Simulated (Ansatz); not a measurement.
# F: the cost of one run

Code: Ansatz 0.2.0. PAW datasets, plane waves, zero pressure. The values are computed, spin-unpolarised, and not measurements.

## (1) The structure to begin with

Space group C2/c (No. 15), monoclinic; conventional cell a = 5.113 Å, b = 3.168 Å, c = 6.622 Å, β = 94.9°, 13.36 Å³ an atom. F has 1 F at 1.41 Å.

Structure file:

```cif
data_structure
_symmetry_space_group_name_H-M 'C2/c'
_symmetry_Int_Tables_number 15
_cell_length_a 5.1126
_cell_length_b 3.1681
_cell_length_c 6.6216
_cell_angle_alpha 90.000
_cell_angle_beta 94.870
_cell_angle_gamma 90.000
_cell_volume 106.86
loop_
_atom_site_label
_atom_site_type_symbol
_atom_site_symmetry_multiplicity
_atom_site_Wyckoff_symbol
_atom_site_fract_x
_atom_site_fract_y
_atom_site_fract_z
_atom_site_occupancy
F1 F 8 f 0.75558 0.15975 0.59796 1
```

## (2) PBE-D3(BJ): cell and atoms

File input.yaml:

```yaml
crystal:
  lattice:
    - [2.5563224246, -1.5840272486, 0.0]
    - [2.5563224246, 1.5840272486, 0.0]
    - [-0.562110604, 0.0, 6.5977088989]
  atoms:
    - { symbol: F, position: [0.59583288, 0.91533597, 0.5979555] }
    - { symbol: F, position: [0.08466403, 0.40416712, 0.9020445] }
    - { symbol: F, position: [0.40416712, 0.08466403, 0.4020445] }
    - { symbol: F, position: [0.91533597, 0.59583288, 0.0979555] }
kpoints:
  mp_grid: { grid: [8, 8, 4] }
hamiltonian:
  xc: pbe
  dispersion: d3bj
scf:
  occupations: { method: fermi_dirac, width: 0.02 }
relax:
  f_tol: 0.005
  cell: {}
```

Command:

```bash
$ ansatz run input.yaml --threads 2 --pin off --max-ram 2211MiB --backend cpu --events-out ev --progress --plain --runs-dir out
```

What time and memory should one allow on 2 threads of AMD EPYC 7R43 (Zen 3), shared host?

About 48 s, with a peak of 0.44 GiB.
